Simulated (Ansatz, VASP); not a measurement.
# NaHF2 in VASP and in Ansatz

File INCAR:

```
PREC = Accurate
ENCUT = 520
EDIFF = 1E-6
ISMEAR = 0
SIGMA = 0.05
LREAL = F
LASPH = T
NELM = 60
ALGO = Normal
ISIF = 2
LWAVE = F
LCHARG = F
GGA = PS
NBANDS = 19
```

KPOINTS

```
regular mesh
0
Gamma
  9 9 9
```

The input POSCAR:

```
NaHF2
1.0
    1.7284452171      0.9979183114      4.6388706988
   -1.7284452171      0.9979183114      4.6388706988
    0.0000000000     -1.9958366228      4.6388706988
Na H F
1 1 2
Direct
    0.0000000000      0.0000000000      0.0000000000
    0.5000000000      0.5000000000      0.5000000000
    0.4100000000      0.4100000000      0.4100000000
    0.5900000000      0.5900000000      0.5900000000
```

Input for Ansatz:

```yaml
crystal:
  lattice:
    - [1.7284452171, 0.9979183114, 4.6388706988]
    - [-1.7284452171, 0.9979183114, 4.6388706988]
    - [0.0, -1.9958366228, 4.6388706988]
  atoms:
    - { symbol: Na, position: [0.0, 0.0, 0.0] }
    - { symbol: H, position: [0.5, 0.5, 0.5] }
    - { symbol: F, position: [0.41, 0.41, 0.41] }
    - { symbol: F, position: [0.59, 0.59, 0.59] }
basis:
  ecutwfc: 420
kpoints:
  mp_grid: { grid: [9, 9, 9] }
hamiltonian:
  xc: pbesol
scf:
  occupations: { method: gaussian, width: 0.05 }
output:
  forces: true
  stress: true
  eigenvalues: true
```

Alike in both runs: task single point; functional PBEsol; k mesh 9 × 9 × 9; occupations gaussian, width 0.05 eV; no spin polarisation.

|  | VASP | Ansatz |
| --- | --- | --- |
| version | VASP 6.6.1 | Ansatz 0.2.0 |
| potentials or method | VASP PAW PBE potentials, release 64 (Na_pv, H, F) | scalar-relativistic, plane waves, PAW |
| plane-wave cutoff (eV) | 520 | 420 |
| valence electrons in the cell | 22 | 24 |

|  | VASP | Ansatz | Ansatz less VASP |
| --- | --- | --- | --- |
| gap on the k mesh at the Fermi level (eV) | 6.60 | 6.63 | +0.028 |
| least direct gap on the mesh (eV) | 6.89 | 6.91 | +0.022 |
| pressure (GPa) | -4.1 | -4.0 | +0.04 |
| largest component of the traceless stress (GPa) | 11.20 | 11.45 | +0.247 |
| rms of the force components (eV/Å) | 0.934 | 0.945 | +0.0107 |

Atom by atom the forces differ by 0.011 eV/Å (rms over components). The two sets of potentials don't hold the same shells in valence.

Caveats: the PAW data sets were made with another functional, which shifts forces and pressure a little (VASP); an odd mesh through Γ misses points on the zone boundary, where band edges often lie.
